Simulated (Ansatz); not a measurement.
## Au: computed properties

The calculation used Ansatz 0.2.0, DFT PBEsol, scalar-relativistic, plane waves, PAW.

Cutoff 420 eV; k points 18×18×10 on the computed 2-atom cell (Γ-centred); Gaussian smearing, width 0.10 eV; no spin polarisation.

The structure is relaxed at this level of theory with its symmetry kept. This form isn't the element's structure at ambient conditions.

```xyz
2
Lattice="2.8652 0.0000 0.0000 -1.4326 2.4813 0.0000 0.0000 0.0000 4.7906" Properties=species:S:1:pos:R:3 pbc="T T T"
Au    0.0000    1.6542    3.5929
Au    1.4326    0.8271    1.1976
```

Problem. Formation energy from the elements' standard states (uncorrected)?

Solution. +0.011 eV/atom.

Problem. Density of states at the Fermi level?

Solution. 0.60 states/eV per cell.

Problem. Löwdin character within 0.5 eV of the Fermi level?

Solution. Au 6s 42 %, Au 5d 34 %, unprojected 24 %.

Problem. Bulk modulus?

Solution. 169 GPa.

Problem. Its pressure derivative?

Solution. 6.1.

Problem. Bader charges (e)?

Solution. Au (2 in the cell) 0.00.

Spin-orbit coupling is left out, which matters for the bands of heavy elements.